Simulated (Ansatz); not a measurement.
# C: a listed cell, distorted in several ways

A set of self-consistent runs on C under further strains and shifts, swapped elements, other functionals, to map its energy surface near the listed cell.

Program: Ansatz 0.2.0. Level of theory: DFT PBEsol, scalar-relativistic, plane waves, PAW, unless a step's input says otherwise. These are calculated values, not measurements.

2 further runs of the same task are left out: 1 for a broken database entry, 1 set aside as unsound or not needed.

## 1. Starting point

The structure is orthorhombic, space group Fmmm (No. 69). The conventional cell has a = 2.456 Å, b = 4.254 Å, c = 6.696 Å, α = 90.00°, β = 90.00°, γ = 90.00°. Around C (site symmetry m2m) lie 3 C at 1.42 Å.

Coordinates:

```cif
data_structure
_symmetry_space_group_name_H-M 'P 1'
_symmetry_Int_Tables_number 1
_cell_length_a 3.9665
_cell_length_b 3.5661
_cell_length_c 2.4560
_cell_angle_alpha 80.086
_cell_angle_beta 62.329
_cell_angle_gamma 37.586
_cell_volume 17.49
loop_
_atom_site_label
_atom_site_type_symbol
_atom_site_fract_x
_atom_site_fract_y
_atom_site_fract_z
_atom_site_occupancy
C1 C 0.16667 0.83333 0.16667 1
C2 C 0.83333 0.16667 0.83333 1
```

The structure comes from the Crystallography Open Database.

## 2. Substitution of an element, cell strained: C → Si, first probe

What differs from the listed cell: Si takes all sites of C, and lengths are scaled by 1.276 as a first guess of the size; strain xx, yy, zz, yz, xz, xy = +8.8, -0.3, -0.1, +0.0, +0.0, +0.0 %; atoms moved by 0.06 Å root mean square, at most 0.06 Å.

Contents of input.yaml:

```yaml
crystal:
  lattice:
    - [0.0, 2.7077196971, 4.2706695932]
    - [1.7058978516, 0.0, 4.2706695932]
    - [1.7058978516, 2.7077196971, 0.0]
  atoms:
    - { symbol: Si, position: [0.1807743724, 0.8192256276, 0.1807743724] }
    - { symbol: Si, position: [0.8192256276, 0.1807743724, 0.8192256276] }
basis:
  ecutwfc: 420
kpoints:
  mp_grid: { grid: [6, 6, 6] }
hamiltonian:
  xc: pbesol
scf:
  occupations: { method: gaussian, width: 0.1 }
output:
  forces: true
  stress: true
  eigenvalues: true
```

## 3. One element swapped, cell strained: C → Si

Edit input.yaml of step 2 so:

```diff
@@ -11,3 +11,3 @@
 kpoints:
-  mp_grid: { grid: [6, 6, 6] }
+  mp_grid: { grid: [16, 16, 16] }
 hamiltonian:
@@ -20 +20,2 @@
   eigenvalues: true
+  populations: true
```

## 4. Functional and cell changed: r2SCAN

Contents of input.yaml:

```yaml
crystal:
  lattice:
    - [0.0, 2.17451718, 3.23711424]
    - [1.1761784, 0.0, 3.23711424]
    - [1.1761784, 2.17451718, 0.0]
  atoms:
    - { symbol: C, position: [0.2019309309, 0.7980690691, 0.2019309309] }
    - { symbol: C, position: [0.7980690691, 0.2019309309, 0.7980690691] }
basis:
  ecutwfc: 500
kpoints:
  mp_grid: { grid: [14, 14, 14] }
hamiltonian:
  xc: r2scan
scf:
  occupations: { method: gaussian, width: 0.02 }
output:
  forces: true
  stress: true
  eigenvalues: true
```

## 5. A distortion that keeps the symmetry

Contents of input.yaml:

```yaml
crystal:
  lattice:
    - [0.0, 2.22137499, 3.1047678]
    - [1.20514692, 0.0, 3.1047678]
    - [1.20514692, 2.22137499, 0.0]
  atoms:
    - { symbol: C, position: [0.2254382181, 0.7745617819, 0.2254382181] }
    - { symbol: C, position: [0.7745617819, 0.2254382181, 0.7745617819] }
basis:
  ecutwfc: 420
kpoints:
  mp_grid: { grid: [14, 14, 14] }
hamiltonian:
  xc: pbesol
scf:
  occupations: { method: gaussian, width: 0.02 }
output:
  forces: true
  stress: true
  eigenvalues: true
```

## 6. Functional and cell changed: r2SCAN

Contents of input.yaml:

```yaml
crystal:
  lattice:
    - [0.0, 2.1846417, 3.58138908]
    - [1.21855668, 0.0, 3.58138908]
    - [1.21855668, 2.1846417, 0.0]
  atoms:
    - { symbol: C, position: [0.1525656276, 0.8474343724, 0.1525656276] }
    - { symbol: C, position: [0.8474343724, 0.1525656276, 0.8474343724] }
basis:
  ecutwfc: 500
kpoints:
  mp_grid: { grid: [14, 14, 14] }
hamiltonian:
  xc: r2scan
scf:
  occupations: { method: gaussian, width: 0.02 }
output:
  forces: true
  stress: true
  eigenvalues: true
```

## 7. Another functional, on a distorted cell: r2SCAN

Contents of input.yaml:

```yaml
crystal:
  lattice:
    - [0.0, 2.2314357, 3.48111648]
    - [1.26414004, 0.0, 3.48111648]
    - [1.26414004, 2.2314357, 0.0]
  atoms:
    - { symbol: C, position: [0.1901772873, 0.8098227127, 0.1901772873] }
    - { symbol: C, position: [0.8098227127, 0.1901772873, 0.8098227127] }
basis:
  ecutwfc: 500
kpoints:
  mp_grid: { grid: [14, 14, 14] }
hamiltonian:
  xc: r2scan
scf:
  occupations: { method: gaussian, width: 0.02 }
output:
  forces: true
  stress: true
  eigenvalues: true
  populations: true
```

What does the calculation give? Wanted: for each run, case; energy; pressure; largest force.

**Answer**, as computed:

```
step                                             case  energy (meV/atom)  pressure (GPa)  largest force (eV/Å)  gap on the mesh (eV)
   3       one element swapped, cell strained: C → Si                n/a            74.4                  2.43                  0.00
   4              functional and cell changed: r2SCAN                n/a            57.5                  9.15                  0.00
   5             a distortion that keeps the symmetry               +0.0            68.4                  4.92                  0.00
   6              functional and cell changed: r2SCAN                n/a            -3.1                  6.60                  0.00
   7  another functional, on a distorted cell: r2SCAN                n/a           -13.1                  6.38                  0.00
```

Energies are counted from step 5, with the smearing taken to zero. Other atoms or functionals have another zero of energy (n/a). A gap of 0.00 means none on the mesh at this level.

In words: 
